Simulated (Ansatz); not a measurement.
Runs of Ansatz 0.2.0 on BaTiO3. The typed cell holds 10 atoms: a = 4.007 Å, b = 4.007 Å, c = 8.015 Å, α = 90.00°, β = 90.00°, γ = 90.00°. 

```csv
task,level,U,cell,k mesh,cutoff (eV),points for each segment of the path,hubbard projectors,double counting,gap on the mesh (eV),pressure (GPa),relaxed volume (Å³/atom),largest force (eV/Å)
single point,PBE,-,as given,12 × 12 × 6,420,-,-,-,1.49,(a),-,7.87
single point,PBE,-,as given,7 × 7 × 4,250,-,-,-,1.50,17.0,-,(c)
band structure,PBEsol+U,Ti d U = 5 eV,as given,7 × 7 × 4,420,10,ortho-atomic (the default),fll (the default),1.97,(b),-,8.12
relaxation of cell and atoms,PBE,-,relaxed,7 × 7 × 4,420,-,-,-,2.42,0.0,13.38,-
relaxation of cell and atoms,r2SCAN,-,relaxed,7 × 7 × 4,500,-,-,-,2.72,0.0,13.01,-
```

Alike in all rows: potentials or basis Ansatz PAW; no spin polarisation; smearing fermi-dirac 0.05 eV.

Question: Fill in the values left out.

Answer: (a) 18.3; (b) 14.0; (c) 8.14.

Caveats: spin-orbit coupling is left out, which moves the levels of the heavy elements; forces of over 1 eV/Å show positions far from the minimum, so gaps and moduli don't describe the material at rest (some runs); odd divisions of the mesh miss points on the zone boundary, where band edges often lie, so the gap on the mesh can be too wide (some runs); so large a pressure means that the cell lies far from this level's equilibrium, or that cutoff or potentials fall short (some runs); the PAW data sets come from PBE, with cores solved anew for the run's functional, which leaves a small shift of forces and pressure (some runs); the plane-wave basis is chosen anew once the cell has moved, so the energies of steps on either side of that aren't comparable (some runs); the pressure holds a Pulay correction of +74.6 GPa for the finite cutoff (some runs).

A k mesh can miss the band edges, and the runs leave out spin-orbit coupling on Ba.
